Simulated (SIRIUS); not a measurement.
# BaTiO3 (P1) in SIRIUS: convergence with smearing width

Aim: find how far smearing width must go before the results for BaTiO3 settle, at PBE. This setting moves, with any that are tied to it; all else stays.

All numbers are computed with SIRIUS 7.10.0; they aren't measurements. Logs are shortened: lines on timing, memory, paths and dates and some standing lists are left out, and cuts for length are marked. The log counts tension as positive stress, the text compression.

### Step 1. The cell of the first run

The typed cell holds 5 atoms: a = 4.000 Å, b = 4.000 Å, c = 4.018 Å, α = 90.00°, β = 90.00°, γ = 90.00°.

The cell isn't the ideal one: atoms moved at random, drawn with an rms of 0.05 Å.

### Step 2. With smearing width 0.4 eV

Contents of sirius.json:

```json
{
  "control": {
    "processing_unit": "cpu",
    "verbosity": 2,
    "num_bands_to_print": 29,
    "print_forces": true,
    "print_stress": true
  },
  "parameters": {
    "electronic_structure_method": "pseudopotential",
    "xc_functionals": ["XC_GGA_X_PBE", "XC_GGA_C_PBE"],
    "gk_cutoff": 9.6,
    "pw_cutoff": 19.2,
    "ngridk": [3, 3, 3],
    "shiftk": [0, 0, 0],
    "smearing": "cold",
    "smearing_width": 0.0146997289,
    "num_bands": 29,
    "num_mag_dims": 0,
    "num_dft_iter": 100,
    "energy_tol": 1e-08,
    "density_tol": 1e-06
  },
  "iterative_solver": {
    "type": "davidson",
    "min_tolerance": 1e-10
  },
  "mixer": {
    "type": "anderson",
    "beta": 0.7,
    "max_history": 8
  },
  "settings": {
    "tol_ne": 1e-10
  },
  "unit_cell": {
    "lattice_vectors": [
      [7.558526553278, 0.0, 0.0],
      [0.0, 7.558526553278, 0.0],
      [0.0, 0.0, 7.592919568746]
    ],
    "atom_coordinate_units": "lattice",
    "atom_types": ["Ba", "Ti", "O"],
    "atom_files": {
      "Ba": "Ba.json",
      "O": "O.json",
      "Ti": "Ti.json"
    },
    "atoms": {
      "Ba": [
        [-0.009911, 0.015384, -0.003875]
      ],
      "Ti": [
        [0.496885, 0.500345, 0.493381]
      ],
      "O": [
        [-0.003691, 0.500451, 0.512552],
        [0.51343, 0.000461, 0.52163],
        [0.506482, 0.493038, 0.024633]
      ]
    }
  }
}
```

Potentials or basis: in-house norm-conserving set, PBE (scalar relativistic).

Run with:

```console
upf_to_json Ba.upf
upf_to_json O.upf
upf_to_json Ti.upf
OMP_NUM_THREADS=1 sirius.scf --input=sirius.json --output=out.json --task=0
```

Standard output:

```text
[... set-up lines left out ...]
[find] | SCF iteration   1 out of 100|
[find] +------------------------------+
[diagonalize] iterative solver tolerance (occupied, empty): 0.00307111 0.00307111
[diagonalize] average number of iterations: 4.71429
[... band energies of this cycle ...]
[find] Charges and magnetic moments
[find] --------------------------------------------------------------------------------
[find] total charge          : 40.000000
[find] Energy
[find] --------------------------------------------------------------------------------
[find] valence_eval_sum               :      -5.76863760
[find] <rho|V^{XC}>                   :     -29.94798644
[find] <rho|E^{XC}>                   :     -29.92673404
[find] <mag|B^{XC}>                   :       0.00000000
[find] <rho|V^{H}>                    :      65.35424171
[find] one-electron contribution      :     -41.17489287 (Ha),     -82.34978574 (Ry)
[find] hartree contribution           :      32.67712086
[find] xc contribution                :     -29.92673404
[find] ewald contribution             :    -103.41752951
[find] PAW contribution               :       0.00000000
[find] smearing (-TS)                 :      -0.00846775
[find] SCF correction                 :       5.36549609
[find] Total energy                   :    -136.47653948 (Ha),    -272.95307895 (Ry)
[find] Free energy (E-TS)             :    -136.48500723 (Ha),    -272.97001446 (Ry)
[find] band gap (eV)                  :       0.00000000
[find] Efermi                         :       0.46375591
[find] iteration : 1, RMS : 1.170340470857e-01, energy difference : 1.863241677424e+00
[find] Hartree energy of density residual : 1.224404873299e+01
[find] | SCF iteration   2 out of 100|
[diagonalize] iterative solver tolerance (occupied, empty): 0.00153556 0.00153556
[... 297 lines left out ...]
[ground_state]    -0.003474 5455.824547   -0.010384
[ground_state]    -0.030684   -0.010384 5457.222007
[ground_state] === stress_nonloc ===
[ground_state]  1251.815509   -1.032740    0.243735
[ground_state]    -1.032740 1250.997246    0.853938
[ground_state]     0.243735    0.853938 1300.949575
[ground_state] === stress_us_nl ===
[ground_state]  1251.815509   -1.032740    0.243735
[ground_state]    -1.032740 1250.997246    0.853938
[ground_state]     0.243735    0.853938 1300.949575
[ground_state] === stress_total ===
[ground_state]   -26.115084    1.769007   -4.074008
[ground_state]     1.769007  -20.927885    2.019847
[ground_state]    -4.074008    2.019847  -37.713493
[ground_state] ==== total Forces in Ha/bohr =====
[ground_state] atom:    0, force:       0.0048071     -0.0075410      0.0044849
[ground_state] atom:    1, force:      -0.0024179      0.0040536     -0.0126410
[ground_state] atom:    2, force:       0.0094639      0.0011760      0.0034156
[ground_state] atom:    3, force:      -0.0069955     -0.0012408      0.0001746
[ground_state] atom:    4, force:      -0.0048541      0.0035539      0.0045662
[ground_state] ==== ultrasoft contribution from Qij =====
[ground_state] atom:    0, force:       0.0000000      0.0000000      0.0000000
[ground_state] atom:    1, force:       0.0000000      0.0000000      0.0000000
[ground_state] atom:    2, force:       0.0000000      0.0000000      0.0000000
[ground_state] atom:    3, force:       0.0000000      0.0000000      0.0000000
[ground_state] atom:    4, force:       0.0000000      0.0000000      0.0000000
[ground_state] ==== non-local contribution from Beta-projector =====
[ground_state] atom:    0, force:       0.0084846     -0.0092976      0.0085091
[ground_state] atom:    1, force:       0.0053448     -0.0028066     -0.0155395
[ground_state] atom:    2, force:       0.0097887     -0.0078872     -0.0033674
[ground_state] atom:    3, force:      -0.0221346      0.0032692     -0.0156404
[ground_state] atom:    4, force:      -0.0129048      0.0017660      0.1024772
[ground_state] ==== contribution from local potential =====
[ground_state] atom:    0, force:      -0.3886464      0.3939058     -0.2225891
[ground_state] atom:    1, force:       0.4342036     -0.2290094     -0.7192205
[ground_state] atom:    2, force:      -0.1992564     -0.1455143     -0.1481224
[ground_state] atom:    3, force:       0.0695644      0.1100573     -0.1826389
[ground_state] atom:    4, force:       0.0944665     -0.1143739      1.1944345
[ground_state] ==== contribution from core density =====
[ground_state] atom:    0, force:      -0.0000441      0.0001612     -0.0000622
[ground_state] atom:    1, force:      -0.0005189      0.0001709      0.0019841
[ground_state] atom:    2, force:      -0.0005671      0.0000946      0.0001456
[ground_state] atom:    3, force:       0.0013834     -0.0001013      0.0008453
[ground_state] atom:    4, force:       0.0008398     -0.0004337     -0.0012161
[ground_state] ==== Ewald forces from ions =====
[ground_state] atom:    0, force:       0.3850130     -0.3923102      0.2186274
[ground_state] atom:    1, force:      -0.4414473      0.2356982      0.7201340
[ground_state] atom:    2, force:       0.1994985      0.1544827      0.1547595
[ground_state] atom:    3, force:      -0.0558087     -0.1144659      0.1976083
[ground_state] atom:    4, force:      -0.0872555      0.1165952     -1.2911292
[~DFT_ground_state] local op. applied: 25061
[~DFT_ground_state] evp. work count: 3646.04
[~DFT_ground_state] number of iterative solver steps: 1870
```

Wall time 2.9 min (1 thread of Arm Neoverse V1, shared host); peak memory 0.5 GiB.

Results:

- Free energy: -3780.4615 eV
- Pressure: 2.8 GPa
- Largest force: 0.694 eV/Å
- Band gap on the k mesh: 2.06 eV

### Step 3. With smearing width 0.3 eV

Changes to sirius.json since step 2:

```diff
@@ -16,3 +16,3 @@
     "smearing": "cold",
-    "smearing_width": 0.0146997289,
+    "smearing_width": 0.0110247967,
     "num_bands": 29,
@@ -37,6 +37,7 @@
     "lattice_vectors": [
-      [7.558526553278, 0.0, 0.0],
-      [0.0, 7.558526553278, 0.0],
-      [0.0, 0.0, 7.592919568746]
+      [1.0, 0.0, 0.0],
+      [0.0, 1.0, 0.0],
+      [0.0, 0.0, 1.004550227511]
     ],
+    "lattice_vectors_scale": 7.5585265533,
     "atom_coordinate_units": "lattice",
```

Potentials or basis: in-house norm-conserving set, PBE (scalar relativistic).

Run with:

```console
upf_to_json Ba.upf
upf_to_json O.upf
upf_to_json Ti.upf
OMP_NUM_THREADS=1 sirius.scf --input=sirius.json --output=out.json --task=0
```

It took 2.8 min on 1 thread of Arm Neoverse V1, shared host; peak memory 0.51 GiB.

It converged, with:

```
Free energy            : -3780.4980 eV
Pressure               : 2.8 GPa
Largest force          : 0.664 eV/Å
Band gap on the k mesh : 2.06 eV
```

### Step 4. With smearing width 0.2 eV

Changes to sirius.json since step 3:

```diff
@@ -16,3 +16,3 @@
     "smearing": "cold",
-    "smearing_width": 0.0110247967,
+    "smearing_width": 0.0073498644,
     "num_bands": 29,
```

Run with:

```console
upf_to_json Ba.upf
upf_to_json O.upf
upf_to_json Ti.upf
OMP_NUM_THREADS=1 sirius.scf --input=sirius.json --output=out.json --task=0
```

Wall time 2.9 min (1 thread of Arm Neoverse V1, shared host); peak memory 0.5 GiB.

It converged, with:

```
Free energy            : -3780.5583 eV
Pressure               : 3.0 GPa
Largest force          : 0.679 eV/Å
Band gap on the k mesh : 2.05 eV
```

### Step 5. With smearing width 0.136 eV

Changes to sirius.json since step 4:

```diff
@@ -16,3 +16,3 @@
     "smearing": "cold",
-    "smearing_width": 0.0073498644,
+    "smearing_width": 0.0049979078,
     "num_bands": 29,
@@ -37,7 +37,6 @@
     "lattice_vectors": [
-      [1.0, 0.0, 0.0],
-      [0.0, 1.0, 0.0],
-      [0.0, 0.0, 1.004550227511]
+      [7.558526553278, 0.0, 0.0],
+      [0.0, 7.558526553278, 0.0],
+      [0.0, 0.0, 7.592919568746]
     ],
-    "lattice_vectors_scale": 7.5585265533,
     "atom_coordinate_units": "lattice",
```

Run with:

```console
upf_to_json Ba.upf
upf_to_json O.upf
upf_to_json Ti.upf
OMP_NUM_THREADS=1 sirius.scf --input=sirius.json --output=out.json --task=0
```

It took 2.9 min on 1 thread of Arm Neoverse V1, shared host; peak memory 0.51 GiB.

Results (log left out):

```yaml
Free_energy: -3780.5583 eV
Pressure: 3.0 GPa
Largest_force: 0.679 eV/Å
Band_gap_on_the_k_mesh: 2.05 eV
```

### Step 6. With smearing width 0.1 eV

Changes to sirius.json since step 5:

```diff
@@ -16,3 +16,3 @@
     "smearing": "cold",
-    "smearing_width": 0.0049979078,
+    "smearing_width": 0.0036749322,
     "num_bands": 29,
@@ -37,6 +37,7 @@
     "lattice_vectors": [
-      [7.558526553278, 0.0, 0.0],
-      [0.0, 7.558526553278, 0.0],
-      [0.0, 0.0, 7.592919568746]
+      [1.0, 0.0, 0.0],
+      [0.0, 1.0, 0.0],
+      [0.0, 0.0, 1.004550227511]
     ],
+    "lattice_vectors_scale": 7.5585265533,
     "atom_coordinate_units": "lattice",
```

Potentials or basis: in-house norm-conserving set, PBE (scalar relativistic).

Run with:

```console
upf_to_json Ba.upf
upf_to_json O.upf
upf_to_json Ti.upf
OMP_NUM_THREADS=1 sirius.scf --input=sirius.json --output=out.json --task=0
```

Run time: 2.9 min. Hardware: 1 thread of Arm Neoverse V1, shared host; peak memory 0.51 GiB.

It converged, with:

| Item | Value |
| --- | --- |
| Free energy | -3780.5583 eV |
| Pressure | 3.0 GPa |
| Largest force | 0.679 eV/Å |
| Band gap on the k mesh | 2.05 eV |

### Step 7. With smearing width 0.05 eV

Changes to sirius.json since step 6:

```diff
@@ -16,3 +16,3 @@
     "smearing": "cold",
-    "smearing_width": 0.0036749322,
+    "smearing_width": 0.0018374661,
     "num_bands": 29,
@@ -37,7 +37,6 @@
     "lattice_vectors": [
-      [1.0, 0.0, 0.0],
-      [0.0, 1.0, 0.0],
-      [0.0, 0.0, 1.004550227511]
+      [7.558526553278, 0.0, 0.0],
+      [0.0, 7.558526553278, 0.0],
+      [0.0, 0.0, 7.592919568746]
     ],
-    "lattice_vectors_scale": 7.5585265533,
     "atom_coordinate_units": "lattice",
```

Run with:

```console
upf_to_json Ba.upf
upf_to_json O.upf
upf_to_json Ti.upf
OMP_NUM_THREADS=1 sirius.scf --input=sirius.json --output=out.json --task=0
```

Run time: 2.9 min. Hardware: 1 thread of Arm Neoverse V1, shared host; peak memory 0.5 GiB.

It converged, with:

| Property | Result |
| --- | --- |
| Free energy | -3780.5583 eV |
| Pressure | 3.0 GPa |
| Largest force | 0.679 eV/Å |
| Band gap on the k mesh | 2.05 eV |

### Step 8. With smearing width 0.025 eV

Changes to sirius.json since step 7:

```diff
@@ -16,3 +16,3 @@
     "smearing": "cold",
-    "smearing_width": 0.0018374661,
+    "smearing_width": 0.0009187331,
     "num_bands": 29,
```

Run with:

```console
upf_to_json Ba.upf
upf_to_json O.upf
upf_to_json Ti.upf
OMP_NUM_THREADS=1 sirius.scf --input=sirius.json --output=out.json --task=0
```

Wall time 2.9 min (1 thread of Arm Neoverse V1, shared host); peak memory 0.5 GiB.

Results (log left out):

| Property | Result |
| --- | --- |
| Free energy | -3780.5583 eV |
| Pressure | 3.0 GPa |
| Largest force | 0.679 eV/Å |
| Band gap on the k mesh | 2.05 eV |

### Step 9. With smearing width 0.01 eV

Changes to sirius.json since step 8:

```diff
@@ -16,3 +16,3 @@
     "smearing": "cold",
-    "smearing_width": 0.0009187331,
+    "smearing_width": 0.0003674932,
     "num_bands": 29,
@@ -37,6 +37,7 @@
     "lattice_vectors": [
-      [7.558526553278, 0.0, 0.0],
-      [0.0, 7.558526553278, 0.0],
-      [0.0, 0.0, 7.592919568746]
+      [1.0, 0.0, 0.0],
+      [0.0, 1.0, 0.0],
+      [0.0, 0.0, 1.004550227511]
     ],
+    "lattice_vectors_scale": 7.5585265533,
     "atom_coordinate_units": "lattice",
```

Potentials or basis: in-house norm-conserving set, PBE (scalar relativistic).

Run with:

```console
upf_to_json Ba.upf
upf_to_json O.upf
upf_to_json Ti.upf
OMP_NUM_THREADS=1 sirius.scf --input=sirius.json --output=out.json --task=0
```

Wall time 2.9 min (1 thread of Arm Neoverse V1, shared host); peak memory 0.5 GiB.

The run converged. Its results:

* Free energy: -3780.5583 eV
* Pressure: 3.0 GPa
* Largest force: 0.680 eV/Å
* Band gap on the k mesh: 2.05 eV

### Step 10. The series at a glance

| smearing width | energy less the tightest run (meV/atom) | pressure (GPa) | largest force (eV/Å) | gap on the mesh (eV) | SCF cycles | CPU time (s) | peak memory (GiB) |
| --- | --- | --- | --- | --- | --- | --- | --- |
| 0.4 eV | 19.36 | 2.83 | 0.694 | 2.064 | 26 | 170 | 0.5 |
| 0.3 eV | 12.06 | 2.80 | 0.664 | 2.061 | 26 | 170 | 0.51 |
| 0.2 eV | 0.00 | 2.97 | 0.679 | 2.051 | 26 | 180 | 0.5 |
| 0.136 eV | 0.00 | 2.97 | 0.679 | 2.051 | 26 | 170 | 0.51 |
| 0.1 eV | 0.00 | 2.97 | 0.679 | 2.051 | 26 | 170 | 0.51 |
| 0.05 eV | 0.00 | 2.97 | 0.679 | 2.051 | 26 | 180 | 0.5 |
| 0.025 eV | 0.00 | 2.97 | 0.679 | 2.051 | 26 | 170 | 0.5 |
| 0.01 eV | 0.00 | 2.97 | 0.680 | 2.051 | 26 | 170 | 0.5 |

Against the tightest run, the energy stays within 1 meV/atom from 0.2 eV on; the pressure stays within 0.1 GPa from 0.2 eV on; the largest force stays within 0.005 eV/Å from 0.2 eV on; the gap on the mesh stays within 0.01 eV from 0.3 eV on. The tightest run that finished is the yardstick and may itself not be fully converged.

Caveats: all runs use coarse meshes; spin-orbit coupling is left out, which moves the levels of the heavy elements; an odd mesh through Γ misses points on the zone boundary, where band edges often lie.
